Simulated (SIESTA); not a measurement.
Crystal: Cu.

```xyz
1
Lattice="0.0000 1.8075 1.8075 1.8075 0.0000 1.8075 1.8075 1.8075 0.0000" Properties=species:S:1:pos:R:3 pbc="T T T"
Cu    0.0000    0.0000    0.0000
```

Base run:

* Program: SIESTA 5.4.2
* Functional: PBE
* Potentials or basis: PseudoDojo 0.4 standard (PBE files)
* Basis: DZP (energy shift 0.002 Ry)
* Grid cutoff: 800 Ry
* Energy shift: 0.002 Ry
* k mesh: 13 × 13 × 13
* Occupations: fermi-dirac, width 0.05 eV
* Spin: no spin polarisation

Its results: band gap on the k mesh none (metal or under the smearing width); pressure 0.8 GPa.

Question: After a change of settings the same cell gave: band gap on the k mesh none (metal or under the smearing width); pressure 4.1 GPa. Which change was it?
A. functional from PBE to PBE-libxc
B. potentials or basis from PseudoDojo 0.4 standard (PBE files) to Ansatz (PBE files)
C. potentials or basis from PseudoDojo 0.4 standard (PBE files) to PseudoDojo 0.5 stringent (PBE files)
D. potentials or basis from PseudoDojo 0.4 standard (PBE files) to SG15 1.2 (PBE files) or PseudoDojo by element

Answer: D.

Caveats: semicore shells carry a single zeta, which can move pressures by several GPa and volumes by a few percent; the basis of atomic orbitals isn't converged, which shifts pressures, moduli and gaps.

Not every run made on this cell is shown here.
